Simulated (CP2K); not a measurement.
# Nb under changes of volume

One of the cells (18.922 Å³/atom); the others are scaled copies at fixed shape and fractional positions:

```xyz
1
Lattice="2.9911 0.0000 0.0000 1.4955 2.5903 0.0000 1.4955 0.8634 2.4422" Properties=species:S:1:pos:R:3 pbc="T T T"
Nb    0.0000    0.0000    0.0000
```

This isn't the form of Nb at room conditions, which is bcc.

```yaml
Program: CP2K 2026.2
Functional: LDA
Potentials_or_basis: GTH_POTENTIALS Nb GTH-PADE-q13; TZVP-MOLOPT-PBE-GTH basis
Density_cutoff: 6123 eV
k_mesh: 11 × 11 × 11
Occupations: fermi-dirac, width 0.05 eV
Spin: no spin polarisation
```

```csv
volume (Å³/atom),energy over the lowest point (meV/atom),pressure (GPa)
17.786,0.00,-0.3
18.165,5.37,-4.2
18.543,19.51,-7.7
18.922,41.63,-10.9
19.300,70.95,-13.7
19.679,106.75,-16.3
20.057,?,?
```

**Question.** What does the run at 20.057 Å³/atom give?

**Answer.** Energy over the lowest point 148.36 meV/atom; pressure -18.6 GPa.

Worked out: A Birch-Murnaghan fit of order 3 (a polynomial in V^(-2/3)) to the other rows has its minimum at 17.76 Å³/atom, just outside them, with B0 = V·E''(V) = 195 GPa and B' = 3.8. It gives 148.35 meV/atom at 20.057 Å³/atom, against the run's 148.36, and -dE/dV = -18.8 GPa, against -18.6.

Energies are extrapolated to zero smearing.

Caveats: the basis of atomic orbitals isn't converged, which shifts pressures, moduli and gaps.
